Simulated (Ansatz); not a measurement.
Run this with the Ansatz DFT code, driven from Python and show what comes out.

The script, `cao.py`:
```python
from pathlib import Path
import warnings

import ansatz as az
from ase import Atoms
import numpy as np


def main() -> None:
    warnings.simplefilter('ignore', az.DeckWarning)

    atoms = Atoms(
        ['Ca', 'Ca', 'O', 'O'],
        scaled_positions=[
            (1 / 3, 2 / 3, 0.75),
            (2 / 3, 1 / 3, 0.25),
            (1 / 3, 2 / 3, 0.25),
            (2 / 3, 1 / 3, 0.75),
        ],
        cell=[
            (3.991976, 0.0, 0.0),
            (-1.995988, 3.457152, 0.0),
            (0.0, 0.0, 4.78484),
        ],
        pbc=True,
    )
    cell = az.Crystal.from_ase(atoms)

    calc = (
        cell.calculation()
        .basis(16 * az.Ha, density_ratio=6)
        .occupations(az.OccupationsMethod.FIXED)
        .functional('lda')
        .scf(tolerance=1e-06, max_iterations=200, extra_bands=16, lower_state_search='standard')
        .kpoints(6, 6, 4)
        .phonons('dfpt')
    )
    result = calc.run(threads=1, pin='off', runs_dir='runs')
    ph = result.phonons

    print('Gamma modes (1/cm):', ' '.join(f'{w:.1f}' for w in ph.gamma_omega_inv_cm))
    print('in meV:', ' '.join(f'{w * 0.1239842:.2f}' for w in ph.gamma_omega_inv_cm))


if __name__ == '__main__':
    main()
```

```console
$ python cao.py
Gamma modes (1/cm): 0.0 0.0 0.0 203.6 203.6 243.9 270.1 346.3 346.3 355.8 355.8 357.1
in meV: 0.00 0.00 0.00 25.24 25.24 30.24 33.49 42.93 42.93 44.11 44.11 44.28
```

Notes:
- These settings explore the input space; cutoff and mesh may be short of convergence.
- The cell isn't relaxed first, so the values belong to this volume.
- No non-analytic term is added, so at the zone centre the longitudinal optical modes of a polar crystal aren't split off.
- This cell is a computed structure, which may not be the phase found in nature.
- The structure is taken as given; imaginary modes can come from an unrelaxed or unstable start.
- It ran for 29 s on 1 thread of Arm Neoverse V1, with other jobs on the host, peak memory 0.58 GiB.
